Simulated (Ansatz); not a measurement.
# Pressure coefficients of Be2C

```cif
data_structure
_symmetry_space_group_name_H-M 'P 1'
_symmetry_Int_Tables_number 1
_cell_length_a 3.0618
_cell_length_b 3.0618
_cell_length_c 3.0618
_cell_angle_alpha 60.000
_cell_angle_beta 60.000
_cell_angle_gamma 60.000
_cell_volume 20.30
loop_
_atom_site_label
_atom_site_type_symbol
_atom_site_fract_x
_atom_site_fract_y
_atom_site_fract_z
_atom_site_occupancy
Be1 Be 0.25000 0.25000 0.25000 1
Be2 Be 0.75000 0.75000 0.75000 1
C1 C 0.00000 0.00000 0.00000 1
```

The runs use the primitive cell with vectors (0.000, 2.165, 2.165), (2.165, 0.000, 2.165), (2.165, 2.165, 0.000) Å, to which the k mesh refers.

The geometry is COD entry 9009053, unchecked; take it as a test cell.

Level of theory: DFT, LDA, all-electron LAPW, scalar-relativistic in Ansatz 0.2.0.

Sampling and basis: a Γ-centred 14×14×14 k mesh, Fermi–Dirac smearing of 0.08 eV, basis error target 0.5 meV/atom, no spin polarisation.

The cell is scaled evenly with fractional coordinates held. Semilocal gaps are too small, but their slopes usually carry over better; a slope of a few tenths of an eV per unit of ln V is near zero and can change sign within a few per cent of volume.

| V/V(cell) | P (GPa) | gap on the k mesh (eV) |
| --- | --- | --- |
| 0.9600 | -0.60 | 1.203 |
| 0.9800 | -4.88 | 1.192 |
| 0.9900 | -6.87 | 1.187 |
| 1.0000 | -8.77 | 1.182 |
| 1.0100 | -10.59 | 1.177 |
| 1.0200 | -12.32 | 1.171 |
| 1.0400 | -15.55 | 1.161 |
| 1.0600 | -18.50 | 1.151 |

Problem. From the rows at 0.9900 and 1.0100, what is the bulk modulus at the cell's volume?

Solution. B = −ΔP/Δln V = −[(-10.59) − (-6.87)]/0.02000 = 186.0 GPa. This is the modulus at -8.77 GPa, not at zero pressure.

Problem. What are the gap's volume deformation potential and pressure coefficient?

Solution. dEg/dln V = (1.177 − 1.187)/0.02000 = -0.50 eV, and dEg/dP = −(dEg/dln V)/B = 2.7 meV/GPa: pressure widens the gap.

Problem. Predict the row at V/V(cell) = 0.9400. How far is a linear estimate of P off?

Solution. P = 4.09 GPa, gap 1.213 eV. The linear estimate P(cell) − B ln(V/V(cell)) = 2.74 GPa misses by 1.35 GPa, since the modulus grows under compression.
